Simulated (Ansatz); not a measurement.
Here is an Ansatz 0.2.0 calculation.

input.yaml

```yaml
crystal:
  lattice:
    - [3.784322, 0.0, 0.0]
    - [0.0, 3.784322, 0.0]
    - [0.0, 0.0, 3.784322]
  atoms:
    - { symbol: Pb, position: [0.0, 0.0, 0.0] }
    - { symbol: Se, position: [0.5, 0.5, 0.5] }
hamiltonian:
  xc: rpbe
  pseudopotentials: { kind: paw }
kpoints:
  mp_grid: { grid: [7, 7, 7] }
  band_path:
    path:
      - [[0.0, 0.0, 0.0], [0.0, 0.5, 0.0], [0.5, 0.5, 0.0], [0.0, 0.0, 0.0], [0.5, 0.5, 0.5], [0.0, 0.5, 0.0]]
      - [[0.5, 0.5, 0.0], [0.5, 0.5, 0.5]]
    npoints: 14
scf:
  occupations: { method: fermi_dirac, width: 0.05 }
  n_extra_bands: 6
output:
  forces: true
  stress: true
  eigenvalues: true
  fatbands: false
```

Potentials or basis: Ansatz PAW.

The run is started by

```console
$ ansatz run input.yaml --threads 2 --pin off --max-ram 5632MiB --backend cpu --events-out ev --progress --plain --runs-dir out
```

Question: Estimate the band gap on the k mesh.

Answer: None (metal or under the smearing width).

Question: Estimate the pressure.

Answer: 1.7 GPa.

Levels at the corners of the path, in eV from the Fermi level:
```
point  band 12  band 13  band 14  band 15  band 16  band 17  band 18  band 19
    Γ    -6.99    -1.46    -1.46    -1.46     5.19     5.19     6.13     6.13
    X    -8.88    -0.25    -0.25    -0.25     0.20     3.48     3.48     6.56
    M    -7.39    -4.29    -4.29     0.01     4.19     4.19     5.07     6.85
    Γ    -6.99    -1.46    -1.46    -1.46     5.19     5.19     6.13     6.13
    R    -6.34    -2.31    -2.31    -2.31    -0.51    -0.51    -0.51    13.86
    X    -8.88    -0.25    -0.25    -0.25     0.20     3.48     3.48     6.56
    M    -7.39    -4.29    -4.29     0.01     4.19     4.19     5.07     6.85
    R    -6.34    -2.31    -2.31    -2.31    -0.51    -0.51    -0.51    13.86
```

Caveat: spin-orbit coupling is left out, which moves the levels of the heavy elements; the PAW data sets come from PBE, with cores solved anew for the run's functional, which leaves a small shift of forces and pressure.
